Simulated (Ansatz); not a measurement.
# CdTe: two-dimensional strain map

The calculation used DFT PBE, scalar-relativistic, plane waves, PAW in Ansatz. Settings: plane waves to 420 eV, k-mesh 8×8×8 (Γ-centred), Gaussian smearing 0.05 eV. No spin polarisation. Energies are free energies at this smearing, counted from the undisturbed cell; pressure is positive in compression.

Zero of the scan (as given, not relaxed at this level; it stands at 4.2 GPa):

```xyz
2
Lattice="0.0000 3.2050 3.2050 3.2050 0.0000 3.2050 3.2050 3.2050 0.0000" Properties=species:S:1:pos:R:3 pbc="T T T"
Cd    0.0000    0.0000    0.0000
Te    4.8075    4.8075    4.8075
```

The cell is strained by p along both x and y and by q along z, fractional coordinates fixed. Points are written (p, q).

Energy above the undisturbed cell in meV/atom (a dash: not computed):

```
 p \ q  -0.030  -0.015  0.000  0.015  0.030
-0.030   126.1    98.1   73.8      ?   35.6
-0.015    73.0    50.5   31.3      ?      ?
 0.000    32.1    14.5    0.0  -11.6  -20.4
 0.015       ?   -10.9  -21.3  -29.0  -34.2
 0.030   -17.5   -26.8  -33.5  -37.8  -39.8
```

Fill in the withheld energies.

(-0.030, 0.015): 53.0; (-0.015, 0.015): 15.4; (-0.015, 0.030): 2.5; (0.015, -0.030): 2.3.